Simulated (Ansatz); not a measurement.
## Spin–orbit splittings in Ag

```
CELL_PARAMETERS angstrom
0.00000 2.04310 2.04310
2.04310 0.00000 2.04310
2.04310 2.04310 0.00000
ATOMIC_POSITIONS crystal
Ag 0.00000 0.00000 0.00000
```

The cell is COD entry 9008459, as deposited and not checked against the literature; nothing was relaxed.

Levels of theory: DFT, PBE, all-electron LAPW, scalar-relativistic (Ansatz 0.2.0); DFT, PBE, all-electron LAPW, Dirac equation with spin-orbit coupling (Ansatz 0.2.0).

The runs use a Γ-centred 15×15×15 k mesh, Fermi–Dirac smearing of 0.05 eV, basis error target 1 meV/atom, no spin polarisation.

Levels between -6 and 4 eV, each run counted from its own valence-band top where it has a gap, else its Fermi level. Scalar levels are listed once for both spins; with the coupling every spinor state is counted. Levels near the edges of the range can cross them.

Task: At Γ (0.000, 0.000, 0.000) the scalar-relativistic levels are -4.94 (×3), -3.90 (×2). What are they with spin–orbit coupling?

Result: -5.12 (×4), -4.73 (×2), -3.84 (×4).

Task: At X (0.500, 0.000, 0.500) the scalar-relativistic levels are -3.14, -2.89 (×2), 1.44. What are they with spin–orbit coupling?

Result: -3.20 (×2), -3.02 (×2), -2.69 (×2), 1.42 (×2).

Task: At W (0.500, 0.250, 0.750) the scalar-relativistic levels are -5.83, -5.21 (×2), -3.89, -2.89. What are they with spin–orbit coupling?

Result: -5.87 (×2), -5.35 (×2), -5.13 (×2), -3.86 (×2), -2.88 (×2).
